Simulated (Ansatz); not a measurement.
# Sr: restoring forces

Sr is deformed so: atom 1 (Sr) moved by (0.120, 0.000, 0.000) Å. What stress and forces result, by LAPW, PAW and all-electron datasets made for the crystal?

Computed with Ansatz 0.2.0 (DFT PBE, scalar-relativistic, unless a step's input says otherwise).

## 1. The starting structure

Symmetry: P6_3/mmc, No. 194, hexagonal system. The conventional cell has a = 4.310 Å, b = 4.310 Å, c = 7.050 Å, α = 90.00°, β = 90.00°, γ = 120.00°. Sr (site symmetry -6m2) is surrounded by 12 Sr at 4.31 Å.

As a file:

```xyz
2
Lattice="4.3100 0.0000 0.0000 -2.1550 3.7326 0.0000 0.0000 0.0000 7.0500" Properties=species:S:1:pos:R:3 pbc="T T T"
Sr    0.0000    2.4884    1.7625
Sr    2.1550    1.2442    5.2875
```

Atoms are numbered in the order of the input: Sr1, Sr2.

## 2. After the deformation

Space group P6_3/mmc before, P2_1/m after.

## 3. Full-potential LAPW

File input.yaml:

```yaml
crystal:
  lattice:
    - [4.3100002207, 0.0, 0.0]
    - [-2.1550001104, 3.7325696814, 0.0]
    - [0.0, 0.0, 7.05]
  atoms:
    - { symbol: Sr, position: [0.3611755593, 0.6666666667, 0.25] }
    - { symbol: Sr, position: [0.6666666667, 0.3333333333, 0.75] }
kpoints:
  mp_grid: { grid: [9, 9, 5] }
scf:
  occupations: { method: fermi_dirac, width: 0.03 }
hamiltonian:
  xc: pbe
  pseudopotentials: { kind: all_electron, lapw: { basis_error: 0.00025 } }
output:
  forces: true
  stress: true
  eigenvalues: true
```

## 4. PAW with frozen cores

Edit input.yaml of step 3 so:

```diff
@@ -14,3 +14,3 @@
   xc: pbe
-  pseudopotentials: { kind: all_electron, lapw: { basis_error: 0.00025 } }
+  pseudopotentials: { kind: paw }
 output:
@@ -19 +19,2 @@
   eigenvalues: true
+  efg: { contact_densities: true }
```

## 5. All-electron PAW on datasets made for the crystal

Edit input.yaml of step 4 so:

```diff
@@ -14,3 +14,3 @@
   xc: pbe
-  pseudopotentials: { kind: paw }
+  pseudopotentials: { kind: all_electron, datasets: crystal }
 output:
```

(Steps that only read results are left out.)

Before running it: what results should come out? Wanted: pressure; largest shear or deviatoric stress; force on Sr1 along the move.

**Answer**, as computed:

| quantity | value |
| --- | --- |
| pressure | LAPW -0.25, PAW -0.25, crystal datasets -0.25 GPa |
| largest shear or deviatoric stress (LAPW) | 0.15 GPa |
| force on Sr1 along the move | -0.037 eV/Å |

**Reading.** Sr1 feels a force against its move; no run of the undisplaced cell is shown, so any force that was there before is in it. No run of the undeformed cell stands beside it, so the pressure holds what the given cell had before the change. PAW: stress within 0.01 GPa of LAPW, forces within 1 meV/Å. Crystal datasets: stress within 0.01 GPa of LAPW, forces within 1 meV/Å.
